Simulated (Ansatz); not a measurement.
# 1T-MgBr2 antidot lattice, bare edges (29 atoms): support functions against a reference

Aim: test how closely localised support functions follow the reference on 1T-MgBr2 antidot lattice, bare edges (29 atoms), and at what cost. A setting counts as converged where the r.m.s. difference of forces stays under 1 % of the r.m.s. force.

Program: Ansatz 0.2.0. Level of theory: Kohn-Sham DFT, PBE, PAW (set soft_2), plane waves. Results are calculated unless marked as measured.

This is a report of a sequence of runs, with most program output left out.

## Step 1: Starting point

The cell holds 29 atoms: 11 Mg and 18 Br. Its edges and angles: a = 11.460 Å, b = 13.233 Å, c = 15.000 Å, α = 90.0°, β = 90.0°, γ = 90.0°. It derives from MgBr2 (1T-MgBr2). 1T-MgBr2 (a = 3.82 Å), rectangular cell with x along the zigzag direction; 3 x 2 cells with a hole of radius 2.5 Å, 12 Å of vacuum; not relaxed, displaced by a Gaussian of 0.02 Å. Vacuum lies along c.

Limits known from the start: Beside vacuum, support functions can miss their usual error bounds without a warning. The main run has no spin polarisation, so any moments at edges, vacancies or dangling bonds can't form in it. Sampling is at Γ alone, for a cell whose shortest periodic width is 11 Å.

## Step 2: Plane-wave single point

This run is the reference for what follows, at a cutoff of 420 eV.

Input file input.yaml:

```yaml
crystal:
  lattice:
    - [11.46, 0.0, 0.0]
    - [0.0, 13.23287, 0.0]
    - [0.0, 0.0, 15.0]
  atoms:
    - { symbol: Mg, position: [0.00099, 0.99934, 0.49995] }
    - { symbol: Br, position: [0.00094, 0.16786, 0.60024] }
    - { symbol: Br, position: [0.16448, 0.0838, 0.39967] }
    - { symbol: Mg, position: [0.16464, 0.25159, 0.5013] }
    - { symbol: Br, position: [0.00092, 0.33548, 0.39893] }
    - { symbol: Mg, position: [0.00256, 0.49949, 0.50012] }
    - { symbol: Br, position: [0.99962, 0.66631, 0.60082] }
    - { symbol: Mg, position: [0.16444, 0.74913, 0.49952] }
[... 17 atom lines left out ...]
    - { symbol: Br, position: [0.83375, 0.58347, 0.40229] }
    - { symbol: Mg, position: [0.83251, 0.74827, 0.50076] }
    - { symbol: Br, position: [0.83309, 0.91723, 0.60049] }
    - { symbol: Br, position: [0.66481, 0.83273, 0.40166] }
kpoints:
  mp_grid: { grid: [1, 1, 1] }
hamiltonian:
  xc: pbe
scf:
  occupations: { method: gaussian, width: 0.025 }
output:
  forces: true
  populations: intrinsic
  dos:
    method: { smearing: { sigma: 0.08 } }
    de: 0.1
    projected: { site_lists: { Br: [Br], Mg: [Mg] } }
  eigenvalues: true
  write_density: true
  write_potential: true
  volumetric_format: npy
```

Run with:

```
$ ansatz run input.yaml --threads 4 --pin off --max-ram 8192MiB --backend cpu --events-out ev --progress --plain --runs-dir out
```

Elapsed: 13 s, on 4 threads of Arm Neoverse V2, shared host; peak memory 1.5 GiB.

The program notes that the exchange-correlation potential is rough where the density is thin.

Read from the output:

| Property | Result |
| --- | --- |
| free energy | -71293.3705 eV |
| free energy per atom | -2458.3921 eV/atom |
| SCF cycles | 20 |
| r.m.s. force component | 0.184 eV/Å |
| longest force | 0.5668 eV/Å |
| Fermi energy | -0.08321 eV |
| levels partly filled by over 2 per cent | 2 |
| potential in mid-vacuum, over the Fermi level | 3.44 eV |
| potential 4.5 Å over the upper face | 3.441 eV |
| potential 4.5 Å under the lower face | 3.438 eV |

The r.m.s. force component of 0.18 eV/Å sets the scale for the differences below.

## Step 3: Support functions medium

The cell is solved in localised support functions.

This step: Kohn-Sham DFT, PBE, PAW (set soft_2), localised support functions (medium) (Ansatz 0.2.0).

input.yaml, the sections that differ from step 2:

```yaml
scf:
  occupations: { method: gaussian, width: 0.025 }
  eigensolver: { kind: { support_functions: { accuracy: medium } } }
  mixing: { beta: 0.4 }
  max_iter: 150
output:
  forces: true
# crystal, kpoints, hamiltonian: as in step 2
```

It took 55 s on 4 threads; peak memory 2.6 GiB; 3.6 min of CPU time.

The program notes that the band table was not solved further than the SCF left it and it switched symmetry off.

Keys that differ from the reference: support_functions.accuracy = "medium", scf.max_iter = 150 and scf.mixing.beta = 0.4.

Forces differ from the reference by 0.35 meV/Å r.m.s., 0.19 % of their size, well within a tolerance of 1 %; the energy by -0.67 meV/atom. It took 55 s and 16 cycles; the reference's time can't be set against it, since the two runs asked for unlike analyses.

## Step 4: Support functions low

This step: Kohn-Sham DFT, PBE, PAW (set soft_2), localised support functions (low) (Ansatz 0.2.0).

input.yaml, the sections that differ from step 3:

```yaml
scf:
  occupations: { method: gaussian, width: 0.025 }
  eigensolver: { kind: { support_functions: { accuracy: low } } }
  mixing: { beta: 0.4 }
  max_iter: 150
# crystal, kpoints, hamiltonian, output: as in step 3
```

It took 44 s on 4 threads; peak memory 2.5 GiB; 2.8 min of CPU time.

Notices of the run: vacuum switching off with vacuum.

Keys that differ from the reference: support_functions.accuracy = "low", scf.max_iter = 150 and scf.mixing.beta = 0.4.

Forces differ from the reference by 0.46 meV/Å r.m.s., 0.25 % of their size, well within a tolerance of 1 %; the energy by -0.67 meV/atom. It took 44 s and 12 cycles; the reference's time can't be set against it, since the two runs asked for unlike analyses.

## Step 5: Support functions medium, spacing 0.411 Å

The grid spacing sets how fine a wave the support functions can hold.

This step: Kohn-Sham DFT, PBE, PAW (set soft_2), localised support functions (medium) (Ansatz 0.2.0).

input.yaml, the sections that differ from step 4:

```yaml
scf:
  occupations: { method: gaussian, width: 0.025 }
  eigensolver: { kind: { support_functions: { accuracy: medium, spacing: 0.411 } } }
  mixing: { beta: 0.4 }
  max_iter: 150
# crystal, kpoints, hamiltonian, output: as in step 4
```

Run time: 25 s. Hardware: 4 threads; peak memory 1.5 GiB.

The program notes that the forces don't sum to zero within tolerance and the grid leaves an egg-box force.

Forces differ from the reference by 81 meV/Å r.m.s., 44 % of their size, far over a tolerance of 1 %; the energy by +0.98 meV/atom. It took 25 s and 16 cycles; the reference's time can't be set against it, since the two runs asked for unlike analyses. The setting is coarser than the default on purpose.

## Step 6: Support functions medium, spacing 0.343 Å

input.yaml, the sections that differ from step 5:

```yaml
scf:
  occupations: { method: gaussian, width: 0.025 }
  eigensolver: { kind: { support_functions: { accuracy: medium, spacing: 0.343 } } }
  mixing: { beta: 0.4 }
  max_iter: 150
# crystal, kpoints, hamiltonian, output: as in step 5
```

It took 27 s on 4 threads; peak memory 1.7 GiB.

Forces differ from the reference by 3.6 meV/Å r.m.s., 2.0 % of their size, over a tolerance of 1 %; the energy by +7.6 meV/atom. It took 27 s and 15 cycles; the reference's time can't be set against it, since the two runs asked for unlike analyses. The setting is coarser than the default on purpose.

## Step 7: Support functions medium, spacing 0.297 Å

input.yaml, the sections that differ from step 6:

```yaml
scf:
  occupations: { method: gaussian, width: 0.025 }
  eigensolver: { kind: { support_functions: { accuracy: medium, spacing: 0.297 } } }
  mixing: { beta: 0.4 }
  max_iter: 150
# crystal, kpoints, hamiltonian, output: as in step 6
```

Elapsed: 35 s, on 4 threads; peak memory 1.9 GiB; 2.3 min of CPU time.

Forces differ from the reference by 1.8 meV/Å r.m.s., 0.98 % of their size, within a tolerance of 1 %; the energy by +0.35 meV/atom. It took 35 s and 15 cycles; the reference's time can't be set against it, since the two runs asked for unlike analyses. The setting is coarser than the default on purpose.

## Step 8: Support functions medium, spacing 0.263 Å

input.yaml, the sections that differ from step 7:

```yaml
scf:
  occupations: { method: gaussian, width: 0.025 }
  eigensolver: { kind: { support_functions: { accuracy: medium, spacing: 0.263 } } }
  mixing: { beta: 0.4 }
  max_iter: 150
# crystal, kpoints, hamiltonian, output: as in step 7
```

Run time: 43 s. Hardware: 4 threads; peak memory 2.2 GiB.

Keys that differ from the reference: support_functions.accuracy = "medium", support_functions.spacing = 0.263, scf.max_iter = 150 and scf.mixing.beta = 0.4.

Forces differ from the reference by 0.64 meV/Å r.m.s., 0.35 % of their size, within a tolerance of 1 %; the energy by -0.66 meV/atom. It took 43 s and 16 cycles; the reference's time can't be set against it, since the two runs asked for unlike analyses.

## Step 9: Another try, on a changed input

A doubtful change is made on purpose, to see how the program answers.

This step: Kohn-Sham DFT, PBE, PAW (set soft_2), plane waves (Ansatz 0.2.0).

input.yaml, the sections that differ from step 8:

```yaml
scf:
  occupations: { method: gaussian, width: 0.025 }
  max_iter: 75
total_charge: 0.5
# crystal, kpoints, hamiltonian, output: as in step 8
```

Wall time 13 s (4 threads); peak memory 1.5 GiB; 50 s of CPU time.

The run converged on the changed input; its numbers don't describe the system as set up.

The change made on purpose: total_charge = 0.5.

How far it lies from the reference, the plane-wave single point:

- r.m.s. difference of force components: 79.43 meV/Å
- longest difference of force vectors: 248.9 meV/Å
- force difference over r.m.s. force: 43.16 %

## Step 10: Changed: basis.ecutwfc = "29.4 Ry"

Changed here: basis.ecutwfc = "29.4 Ry".

input.yaml, the sections that differ from step 9:

```yaml
scf:
  occupations: { method: gaussian, width: 0.025 }
output:
  forces: true
  populations: true
  dos:
    method: { smearing: { sigma: 0.15 } }
    de: 0.1
    projected: { site_lists: { Br: [Br], Mg: [Mg] } }
  eigenvalues: true
basis:
  ecutwfc: "29.4 Ry"
# crystal, kpoints, hamiltonian: as in step 9
# total_charge: removed
```

Run time: 11 s. Hardware: 4 threads; peak memory 1.4 GiB.

The program notes that the cutoff lies under the one recommended for these potentials.

Forces differ from the reference by 0.061 meV/Å r.m.s., 0.033 % of their size, well within a tolerance of 1 %; the energy by +0.10 meV/atom.

## Step 11: Cost against change

Differences are against the plane-wave reference (Kohn-Sham DFT, PBE, PAW (set soft_2), plane waves), whose r.m.s. force component is 0.184 eV/Å. Energies are set beside the reference only for runs with its functional, potentials and electron count. Times are for 4 threads of Arm Neoverse V2, shared host. The reference's time includes the DOS and grids, which some other runs skip.

```csv
run,"Δ force, r.m.s. (meV/Å)",share of r.m.s. force (%),Δ energy (meV/atom),cycles,time,host memory (GiB)
reference,-,-,-,20,13 s,1.5
support functions medium,0.355,0.193,-0.668,16,55 s,2.6
support functions low,0.456,0.248,-0.668,12,44 s,2.5
"support functions medium, spacing 0.411 Å",80.8,43.9,0.976,16,25 s,1.5
"support functions medium, spacing 0.343 Å",3.64,1.98,7.57,15,27 s,1.7
"support functions medium, spacing 0.297 Å",1.80,0.981,0.349,15,35 s,1.9
"support functions medium, spacing 0.263 Å",0.639,0.347,-0.665,16,43 s,2.2
basis.ecutwfc = "29.4 Ry",0.061,0.0329,0.104,18,11 s,1.4
```

## Step 12: What the reference run shows

The comparisons rest on this run, so its electronic structure is set out here.

Neighbours are counted within 3.12 Å (Br-Mg).

Length of the force by element and coordination:

```csv
element,coordination,atoms,mean length of the force (eV/Å),spread,least,most
Br,all,18,0.289,0.109,0.0947,0.545
Mg,all,11,0.29,0.166,0.0448,0.567
Mg,4,6,0.401,0.131,0.213,0.567
Mg,6,5,0.158,0.0888,0.0448,0.306
```

Intrinsic-atomic-orbital charges by element and coordination:

```csv
element,coordination,atoms,mean charge (e),spread,least,most
Br,all,18,-0.731,0.0163,-0.750,-0.703
Mg,all,11,1.20,0.197,0.949,1.41
Mg,4,6,1.02,0.0708,0.949,1.13
Mg,6,5,1.40,0.0014,1.40,1.41
```

States in the cell by windows of 1 eV, zero at the Fermi level; the larger projections on atomic orbitals stand beside the total:

```csv
from (eV),to (eV),total,Br p,Mg s
-14,-8,0.0,0.0,0.0
-8,-7,2.3,1.8,0.4
-7,-6,29.9,25.5,3.3
-6,-5,27.8,26.8,0.4
-5,-4,46.0,45.3,0.1
-4,-3,2.0,2.0,0.0
-3,-1,0.0,0.0,0.0
-1,0,3.4,0.6,2.1
0,1,6.5,1.0,3.9
1,2,7.3,0.8,2.8
2,3,19.2,1.8,4.7
```

The curve was stored every 0.10 eV, coarse against its broadening of 0.08 eV, so these counts are rough.

Between -26 and -14 eV lie 36 more states.

The stored curve holds about 147 of the 236 electrons; the rest, give or take the few that broadening carries across the Fermi level, lie in deeper levels below its range.

The levels nearest the highest filled one (over half full), pooled over k-points and spins:

```csv
level less the highest filled one (eV),occupation
-4.22,2
-4.13,2
-4.10,2
-3.92,2
-0.839,2
0,1.75
0.0404,0.253
0.568,0
0.881,0
1.22,0
1.58,0
1.65,0
```

Planar average of the electrostatic potential energy along the normal, with the Fermi level as zero, after a running mean with a triangular window 4 Å wide at its base:

```csv
height (Å),potential energy (eV)
0.0,3.44
0.4,3.44
0.8,3.44
1.2,3.44
1.7,3.44
2.1,3.43
2.5,3.43
2.9,3.40
3.3,3.31
3.9,2.81
4.3,1.95
4.7,0.72
5.1,-0.76
5.6,-2.42
6.0,-3.92
6.4,-4.88
6.8,-5.42
7.2,-5.82
7.6,-5.90
8.1,-5.57
8.5,-5.10
8.9,-4.32
9.3,-2.99
9.7,-1.32
10.1,0.23
10.6,1.56
11.0,2.57
11.5,3.25
11.9,3.39
12.4,3.43
12.8,3.44
13.2,3.44
13.6,3.44
14.0,3.44
14.4,3.44
14.9,3.44
```

Electrostatic potential energy in the ab plane at fractional z = 0.499, with atoms of Mg within 0.2 Å of it. With pseudopotentials it is smooth inside the atoms' cores, unlike the true potential.

Ten even steps from '_' (-69 eV) to '@' (4 eV), each cell a mean:
```
..==##%%@@@@@@@@%%++....++%%@@@@@@@@%%##==..::**%%@@@@@@@@%%**::
##%%%%@@@@@@@@@@@@%%####%%@@@@@@@@@@@@%%%%##%%%%@@@@@@@@@@@@%%%%
@@@@@@@@@@@@@@@@@@@@@@@@@@@@@@@@@@@@@@@@@@@@@@@@@@@@@@@@@@@@@@@@
@@@@@@@@@@@@@@@@@@@@@@@@@@@@@@@@@@@@@@@@@@@@@@@@@@@@@@@@@@@@@@@@
@@@@@@%%##**##%%@@@@@@@@@@%%%%****##%%@@@@@@@@@@%%##****%%%%@@@@
@@@@%%**::__..**%%@@@@@@@@%%++____::##%%@@@@@@@@##==____==%%@@@@
@@@@%%##--..--##%%@@@@@@@@%%**--::++##@@@@@@@@@@%%++..::++%%@@@@
@@@@@@%%%%##%%%%@@@@@@@@@@@@%%%%%%%%@@@@@@@@@@@@@@%%####%%@@@@@@
@@@@@@@@@@@@@@@@@@@@@@@@@@@@@@@@@@@@@@@@@@@@@@@@@@@@@@@@@@@@@@@@
@@@@@@@@@@@@@@@@@@@@@@@@@@@@@@@@@@@@@@@@@@@@@@@@@@@@@@@@@@@@@@@@
**##%%@@@@@@@@@@@@@@@@@@@@@@@@@@@@@@@@%%##****%%@@@@@@@@@@@@%%**
__::##%%@@@@@@@@@@@@@@@@@@@@@@@@@@@@%%##::__..**%%@@@@@@@@%%**..
..==##%%@@@@@@@@@@@@@@@@@@@@@@@@@@@@%%##==..--**%%@@@@@@@@%%**::
##%%%%@@@@@@@@@@@@@@@@@@@@@@@@@@@@@@@@%%%%##%%%%@@@@@@@@@@@@%%%%
@@@@@@@@@@@@@@@@@@@@@@@@@@@@@@@@@@@@@@@@@@@@@@@@@@@@@@@@@@@@@@@@
@@@@@@@@@@@@@@@@@@@@@@@@@@@@@@@@@@@@@@@@@@@@@@@@@@@@@@@@@@@@@@@@
@@@@@@%%##++**%%@@@@@@@@@@@@%%****##%%@@@@@@@@@@%%##****##%%@@@@
@@@@%%**..__..**%%@@@@@@@@%%**..__::##%%@@@@@@@@##==____==%%@@@@
@@@@%%##--..--##%%@@@@@@@@%%**--..==##%%@@@@@@@@%%++....++%%@@@@
@@@@@@%%%%%%%%%%@@@@@@@@@@@@%%%%%%%%%%@@@@@@@@@@@@%%####%%@@@@@@
@@@@@@@@@@@@@@@@@@@@@@@@@@@@@@@@@@@@@@@@@@@@@@@@@@@@@@@@@@@@@@@@
@@@@@@@@@@@@@@@@@@@@@@@@@@@@@@@@@@@@@@@@@@@@@@@@@@@@@@@@@@@@@@@@
**##%%@@@@@@@@@@%%%%**##%%%%@@@@@@@@@@%%##****%%@@@@@@@@@@@@%%**
__::##%%@@@@@@@@##==____==%%@@@@@@@@%%##::__..**%%@@@@@@@@%%++..
```
Columns run along a (11.5 Å; values clipped at the 3rd and 97th percentile), rows up along b (13.2 Å). Atoms in or near the plane, at fractional coordinates: Mg at (0.00, 0.00), Mg at (0.16, 0.25), Mg at (0.00, 0.50), Mg at (0.16, 0.75), Mg at (0.33, 0.00), Mg at (0.50, 0.25), Mg at (0.50, 0.75), Mg at (0.67, 0.00), Mg at (0.83, 0.25), Mg at (0.67, 0.50), Mg at (0.83, 0.75).

(Part 1 of 2 ends here.)

[Logs are printed without paths, hosts, clocks, repeated set-up lines and the standing remarks that a program may print on its own settings, such as how far it seeks lower states.]

[Hosts, paths, dates, database ids (printed as entryN), source tags and the programs' standing remarks are cut or masked in the printed files.]
